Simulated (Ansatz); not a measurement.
Write the native input for Ansatz 0.2.0 that does the following.

```yaml
Task: elastic constants
Functional: LDA
Potentials_or_basis: Ansatz PAW
Cutoff: "420 eV (not typed: the program's choice for these potentials)"
k_mesh: 7 × 7 × 7
Occupations: fixed
Spin: no spin polarisation
Atoms_under_strain: relaxed
```

The system is ZnSe (Stilleite).

```xyz
2
Lattice="0.0000 2.8338 2.8338 2.8338 0.0000 2.8338 2.8338 2.8338 0.0000" Properties=species:S:1:pos:R:3 pbc="T T T"
Se    4.2507    4.2507    4.2507
Zn    0.0000    0.0000    0.0000
```

One way to write it, as run:

input.yaml

```yaml
crystal:
  lattice:
    - [0.0, 2.8338, 2.8338]
    - [2.8338, 0.0, 2.8338]
    - [2.8338, 2.8338, 0.0]
  atoms:
    - { symbol: Se, position: [0.75, 0.75, 0.75] }
    - { symbol: Zn, position: [0.0, 0.0, 0.0] }
hamiltonian:
  xc: lda
  pseudopotentials: { kind: paw }
kpoints:
  mp_grid: { grid: [7, 7, 7] }
scf:
  occupations: { method: fixed }
output:
  forces: true
  stress: true
elastic:
  mode: relaxed_ion
  stencil: two_point
```

Potentials or basis: Ansatz PAW.

Command:

```bash
$ ansatz run input.yaml --threads 2 --pin off --max-ram 5120MiB --backend cpu --events-out ev --progress --plain --runs-dir out
```

Results of the run:

```yaml
Pressure: -3.4 GPa
Band_gap_on_the_k_mesh: 1.03 eV, direct
Elastic_constants_C11_C12_C44: 82, 42, 41 GPa
Voigt_bulk_modulus: 56 GPa
```

Caveat: the cell is more than 3 GPa from zero pressure, which shifts response properties; odd divisions of the mesh miss points on the zone boundary, where band edges often lie, so the gap on the mesh can be too wide; the PAW data sets come from PBE, with cores solved anew for the run's functional, which leaves a small shift of forces and pressure.

Wall time 13 s on 2 threads of AMD EPYC 7B13 (Zen 3) (shared host), peak memory 0.45 GiB.
